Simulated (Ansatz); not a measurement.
# Ti: the cost of one run

Computed with Ansatz 0.2.0 (DFT PBE, scalar-relativistic, unless a step's input says otherwise).

## (1) The system as given

Symmetry: Im-3m, No. 229, cubic system. The conventional cell has a = 3.282 Å, b = 3.282 Å, c = 3.282 Å, α = 90.00°, β = 90.00°, γ = 90.00°. Ti (site symmetry m-3m) has 8 Ti at 2.84 Å as nearest neighbours.

Coordinates:

```cif
data_structure
_symmetry_space_group_name_H-M 'P 1'
_symmetry_Int_Tables_number 1
_cell_length_a 2.8423
_cell_length_b 2.8423
_cell_length_c 2.8423
_cell_angle_alpha 109.471
_cell_angle_beta 109.471
_cell_angle_gamma 109.471
_cell_volume 17.68
loop_
_atom_site_label
_atom_site_type_symbol
_atom_site_fract_x
_atom_site_fract_y
_atom_site_fract_z
_atom_site_occupancy
Ti1 Ti 0.00000 0.00000 0.00000 1
```

## (2) Volume × 0.94, LAPW

File input.yaml:

```yaml
crystal:
  lattice:
    - [-1.6075008044, 1.6075008044, 1.6075008044]
    - [1.6075008044, -1.6075008044, 1.6075008044]
    - [1.6075008044, 1.6075008044, -1.6075008044]
  atoms:
    - { symbol: Ti, position: [0.0, 0.0, 0.0] }
kpoints:
  mp_grid: { grid: [14, 14, 14] }
  band_path:
    path:
      - [0.0, 0.0, 0.0]
      - [0.5, -0.5, 0.5]
      - [0.0, 0.0, 0.5]
      - [0.0, 0.0, 0.0]
      - [0.25, 0.25, 0.25]
      - [0.5, -0.5, 0.5]
      - [0.25, 0.25, 0.25]
      - [0.0, 0.0, 0.5]
    npoints: 5
scf:
  occupations: { method: fermi_dirac, width: 0.05 }
hamiltonian:
  xc: pbe
  pseudopotentials: { kind: all_electron, lapw: { basis_error: 0.00025 } }
output:
  forces: true
  stress: true
  eigenvalues: true
```

Command:

```bash
> ansatz run input.yaml --threads 1 --pin off --max-ram 3072MiB --backend cpu --events-out ev --progress --plain --runs-dir out
```

Q: Estimate wall time and peak memory on 1 thread of Arm Neoverse V1, shared host.

About 8.3 s, with a peak of 0.28 GiB.
